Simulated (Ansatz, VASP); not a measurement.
Given: the input of a run of Ansatz 0.2.0 on Os (Osmium). 

input.yaml

```yaml
crystal:
  lattice:
    - [2.7341, 0.0, 0.0]
    - [-1.36705, 2.3678000565, 0.0]
    - [0.0, 0.0, 4.3197]
  atoms:
    - { symbol: Os, position: [0.6666666667, 0.3333333333, 0.75] }
    - { symbol: Os, position: [0.3333333333, 0.6666666667, 0.25] }
kpoints:
  mp_grid: { grid: [11, 11, 6] }
scf:
  occupations: { method: gaussian, width: 0.014 }
hamiltonian:
  xc: pbe
  pseudopotentials: { kind: all_electron, lapw: { basis_error: 0.001 } }
output:
  forces: true
  stress: true
  eigenvalues: true
```

Potentials or basis: all-electron LAPW, scalar-relativistic.

Run with:

```console
$ ansatz run input.yaml --threads 1 --pin off --max-ram 3072MiB --backend cpu --events-out ev --progress --plain --runs-dir out
```

Set up the same calculation for VASP 6.6.1. Potentials or basis there: PBE PAW files Os, 520 eV.

As run (cutoffs and basis follow the program's own potentials, and thresholds, step limits or extra output files can differ):

The input INCAR:

```
ALGO = Fast
EDIFF = 1E-6
ENCUT = 520
GGA = PE
ISIF = 2
ISMEAR = 0
LASPH = T
LCHARG = T
LELF = T
LREAL = F
LVHAR = T
LWAVE = F
NBANDS = 15
NELM = 80
PREC = Accurate
SIGMA = 0.014
```

Contents of KPOINTS:

```
k-points
0
Gamma
  11 11 6
```

Contents of POSCAR:

```
Os
1.0
    2.7341000000      0.0000000000      0.0000000000
   -1.3670500000      2.3678000565      0.0000000000
    0.0000000000      0.0000000000      4.3197000000
Os
2
Direct
    0.6666666667      0.3333333333      0.7500000000
    0.3333333333      0.6666666667      0.2500000000
```

Potentials or basis: VASP PAW PBE potentials, release 64 (Os).

Run with:

```sh
$ cat potpaw_PBE.64/Os/POTCAR > POTCAR
$ mpirun -np 1 vasp_std > vasp.out
```

Both were run:

|  | Ansatz | VASP |
| --- | --- | --- |
| Pressure | 8.7 GPa | 8.7 GPa |

Where Ansatz's input types no cutoff or centring, it takes its own default and a Γ-centred mesh.

Pressure is positive in compression.
